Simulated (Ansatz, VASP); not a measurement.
**One calculation of Hf2H, two programs**

```xyz
3
Lattice="0.0000 3.2293 3.2293 3.2293 0.0000 3.2293 3.2293 3.2293 0.0000" Properties=species:S:1:pos:R:3 pbc="T T T"
Hf    0.0000    0.0000    0.0000
Hf    4.8440    4.8440    4.8440
H     3.2293    3.2293    3.2293
```

Alike in both runs: functional PBE; k mesh 12 × 12 × 12; occupations gaussian, width 0.1 eV; no spin polarisation.

Ansatz relaxed the structure, and its values are those at the end. VASP's run is a single point on that final structure, the one shown.

|  | VASP | Ansatz |
| --- | --- | --- |
| version | VASP 6.6.1 | Ansatz 0.2.0 |
| potentials or method | VASP PAW PBE potentials, release 64 (Hf_pv, H) | scalar-relativistic, plane waves, PAW |
| plane-wave cutoff (eV) | 520 | 420 |
| valence electrons in the cell | 21 | 53 |

```tsv
	VASP	Ansatz	Ansatz less VASP
gap on the k mesh at the Fermi level (eV)	none	none	-
pressure (GPa)	-0.3	0.0	+0.29
```

A gap of «none» marks a metal or a gap that the smearing closes. The two sets of potentials don't hold the same shells in valence.

The runs have no spin-orbit coupling, so splittings on Hf are missing.
